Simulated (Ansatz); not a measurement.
Program: Ansatz. Geometries: PBE0-D4/def2-TZVP. ΔE: electronic, gas phase. CCSD(T)/CBS adds triple-zeta CCSD(T) − MP2 to the extrapolated MP2 energy (def2 sets, frozen cores). This one scheme is used for every species. DFT in def2-TZVPP.

Reaction (substitution at a C–C bond): `O=C(F)C(F)(F)F` + H–F → `O=C(F)F` + `FC(F)F`

(1) Is it downhill or uphill in electronic energy at CCSD(T)/CBS, and by how much? (An estimate is asked.)

(2) What do these levels give: PBE-D4, BLYP, r2SCANh, r2SCAN0, RPA@PBE/def2-TZVPP, CCSD(T)/def2-SVP? (Estimate.)

(3) What do rigid-rotor, harmonic-oscillator terms from PBE0-D4/def2-TZVP frequencies (298.15 K, 1 bar) make of the CCSD(T)/CBS value? (Estimate.)

Largest T1 diagnostic among the species: 0.014.

Answers

(1) The calculation gave: Downhill: ΔE = -0.13 eV.

(2) Computed: PBE-D4 -0.24, BLYP -0.33, r2SCANh -0.29, r2SCAN0 -0.30, RPA@PBE/def2-TZVPP -0.20, CCSD(T)/def2-SVP -0.37 eV.

(3) Computed: ΔZPE = +0.10 eV, ΔH = -0.08 eV, ΔS = 10 J/(mol·K), ΔG = -0.11 eV. Modes under 50 cm⁻¹ make the entropy rough.

At CCSD(T), def2-SVP lies −0.23 eV from the extrapolated value and def2-TZVPP −0.07 eV. In def2-TZVPP, CCSD(T) changes the Hartree–Fock value by +0.27 eV (the triples alone add +0.03 eV) and MP2 by +0.29 eV.
